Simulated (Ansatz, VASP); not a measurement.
# Y in VASP and in Ansatz

File INCAR:

```
SYSTEM = Y
  PREC = Accurate
  ENCUT = 520
  EDIFF = 1E-6
  ISMEAR = -1
  SIGMA = 0.1
  LREAL = .FALSE.
  LASPH = .TRUE.
  NELM = 100
  ALGO = Normal
  ISIF = 2
  LWAVE = .FALSE.
  LCHARG = .FALSE.
  GGA = RP
  NBANDS = 12
```

Contents of KPOINTS:

```
regular mesh
0
G
  12 12 12
  0 0 0
```

Contents of POSCAR:

```
Y
1.0
   -2.0498736095      2.0498736095      2.0498736095
    2.0498736095     -2.0498736095      2.0498736095
    2.0498736095      2.0498736095     -2.0498736095
Y
1
Direct
    0.0000000000      0.0000000000      0.0000000000
```

Input for Ansatz:

```yaml
crystal:
  lattice:
    - [-2.0498736095, 2.0498736095, 2.0498736095]
    - [2.0498736095, -2.0498736095, 2.0498736095]
    - [2.0498736095, 2.0498736095, -2.0498736095]
  atoms:
    - { symbol: "Y", position: [0.0, 0.0, 0.0] }
hamiltonian:
  xc: rpbe
  pseudopotentials:
    kind: paw
    azcp:
      "Y": "pseudopotentials/Y.paw.azcp"
basis:
  ecutwfc: 420
  fft_grid_basis: typed
kpoints:
  mp_grid: { grid: [12, 12, 12], shift: [0, 0, 0] }
magnetization:
  spin_polarized: false
scf:
  occupations: { method: fermi_dirac, width: 0.1 }
  lower_state_search: "off"
output:
  stress: true
  write_density: true
  write_potential: true
  elf: true
  volumetric_format: npy
```

Alike in both runs: task single point; functional RPBE; k mesh 12 × 12 × 12; occupations fermi-dirac, width 0.1 eV; no spin polarisation.

|  | VASP | Ansatz |
| --- | --- | --- |
| version | VASP 6.6.1 | Ansatz 0.2.0 |
| potentials or method | VASP PAW PBE potentials, release 64 (Y_sv) | plane waves (420 eV) with PAW, scalar-relativistic |
| plane-wave cutoff (eV) | 520 | 420 |
| valence electrons in the cell | 11 | 11 |

```csv
,VASP,Ansatz,Ansatz less VASP
pressure (GPa),-0.1,0.0,+0.13
```

Caveats: the PAW data sets were made with another functional, which shifts forces and pressure a little (VASP).
